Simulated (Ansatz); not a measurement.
The system is SnO2 (Cassiterite).

```
Sn O
1.0
     4.73800    0.00000    0.00000
     0.00000    4.73800    0.00000
     0.00000    0.00000    3.18650
Sn O
2 4
Cartesian
  2.3690 2.3690 1.5933
  0.0000 0.0000 0.0000
  3.8240 0.9140 1.5933
  3.2830 3.2830 0.0000
  0.9140 3.8240 1.5933
  1.4550 1.4550 0.0000
```

* Program: Ansatz 0.2.0
* Task: relaxation of cell and atoms
* Functional: PBEsol
* Potentials or basis: Ansatz PAW
* Cutoff: 420 eV (not typed: the program's choice for these potentials)
* k mesh: 6 × 6 × 8
* Occupations: fermi-dirac, width 0.05 eV
* Spin: no spin polarisation

At the start: volume 11.92 Å³/atom.

Problem. Where does the relaxation end?

Solution. It ends after 8 steps and the volume is 12.18 Å³/atom (+2.1 %); space group P4_2/mnm (No. 136, to 0.05 Å).

The path:
| step | energy change (eV) | largest force (eV/Å) | volume (Å³) |
| --- | --- | --- | --- |
| 1 | 0.0000 | 0.2103 | 71.53 |
| 2 | -0.0150 | 0.0148 | 73.01 |
| 3 | -0.0153 | 0.0402 | 73.04 |
| 4 | -0.0156 | 0.0150 | 73.01 |
| 5 | -0.0157 | 0.0001 | 72.99 |
| 6 | -0.0244 | 0.0002 | 72.99 |
| 7 | -0.0241 | 0.0000 | 73.05 |
| 8 | -0.0244 | 0.0001 | 73.05 |

Final structure:
```
Sn O
1.0
     4.76900    0.00000    0.00000
     0.00000    4.76900    0.00000
     0.00000    0.00000    3.21207
Sn O
2 4
Direct
  0.50000 0.50000 0.50000
  0.00000 0.00000 0.00000
  0.80628 0.19372 0.50000
  0.69372 0.69372 0.00000
  0.19372 0.80628 0.50000
  0.30628 0.30628 0.00000
```

Caveat: the plane-wave basis is chosen anew once the cell has moved, so the energies of steps on either side of that aren't comparable; the pressure holds a Pulay correction of +0.9 GPa for the finite cutoff; the PAW data sets come from PBE, with cores solved anew for the run's functional, which leaves a small shift of forces and pressure.
